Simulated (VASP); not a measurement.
Here is a VASP 6.6.1 calculation.

The input INCAR:

```
ALGO = Normal ; EDIFF = 1E-7
ENCUT = 520 ; GGA = PE
ISIF = 2 ; ISMEAR = 0
LASPH = T ; LCHARG = F
LREAL = F ; LWAVE = F
NBANDS = 15 ; NELM = 80
PREC = Accurate ; SIGMA = 0.03
```

KPOINTS

```
k-points
0
Gamma
  7 7 7
```

POSCAR

```
BaS
1.0
    0.0000000000      3.1937500000      3.1937500000
    3.1937500000      0.0000000000      3.1937500000
    3.1937500000      3.1937500000      0.0000000000
Ba S
1 1
Direct
    0.0000000000      0.0000000000      0.0000000000
    0.5000000000      0.5000000000      0.5000000000
```

Potentials or basis: VASP PAW PBE potentials, release 64 (Ba_sv, S).

Run with:

```console
$ cat potpaw_PBE.64/Ba_sv/POTCAR potpaw_PBE.64/S/POTCAR > POTCAR
$ mpirun -np 1 vasp_std > vasp.out
```

(1) Predict the pressure.

(2) What does it give for the band gap on the k mesh?

Answers

(1) 1.4 GPa.

(2) 2.17 eV, indirect (least direct gap 2.31 eV).

Caveat: spin-orbit coupling is left out, which moves the levels of the heavy elements; an odd mesh through Γ misses points on the zone boundary, where band edges often lie.

The gap isn't set beside the measured one, since this odd mesh misses points on the zone boundary.
